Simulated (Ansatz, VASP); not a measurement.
# One calculation of Zr, two programs

File INCAR:

```
SYSTEM = Zr
ALGO = Normal
EDIFF = 1E-7
ENCUT = 520
GGA = PE
ISIF = 2
ISMEAR = -1
LASPH = .True.
LCHARG = .False.
LREAL = .False.
LWAVE = .False.
NBANDS = 12
NELM = 80
PREC = Accurate
SIGMA = 0.08
```

The input KPOINTS:

```
k-points
0
Gamma
  14 14 14
  0 0 0
```

Contents of POSCAR:

```
Zr
1.0
   -1.7947891968      1.7947891968      1.7947891968
    1.7947891968     -1.7947891968      1.7947891968
    1.7947891968      1.7947891968     -1.7947891968
Zr
1
Direct
    0.0000000000      0.0000000000      0.0000000000
```

Input for Ansatz:

```yaml
crystal:
  lattice:
    - [-1.7947891968, 1.7947891968, 1.7947891968]
    - [1.7947891968, -1.7947891968, 1.7947891968]
    - [1.7947891968, 1.7947891968, -1.7947891968]
  atoms:
    - { symbol: Zr, position: [0.0, 0.0, 0.0] }
kpoints:
  mp_grid: { grid: [14, 14, 14] }
scf:
  occupations: { method: fermi_dirac, width: 0.08 }
hamiltonian:
  xc: pbe
  pseudopotentials: { kind: all_electron, lapw: { basis_error: 0.0005 } }
output:
  forces: true
  stress: true
  eigenvalues: true
```

Change from the starting cell: volume scaled by 0.975.

Alike in both runs: task single point; functional PBE; k mesh 14 × 14 × 14; occupations fermi-dirac, width 0.08 eV; no spin polarisation.

```csv
,VASP,Ansatz
version,VASP 6.6.1,Ansatz 0.2.0
potentials or method,"VASP PAW PBE potentials, release 64 (Zr_sv)","all-electron LAPW, scalar-relativistic"
plane-wave cutoff (eV),520,see its input
```

|  | VASP | Ansatz | Ansatz less VASP |
| --- | --- | --- | --- |
| pressure (GPa) | -1.0 | -1.0 | 0.00 |

Ansatz ran all-electron here, so the differences hold the error of VASP's frozen core and of both bases.
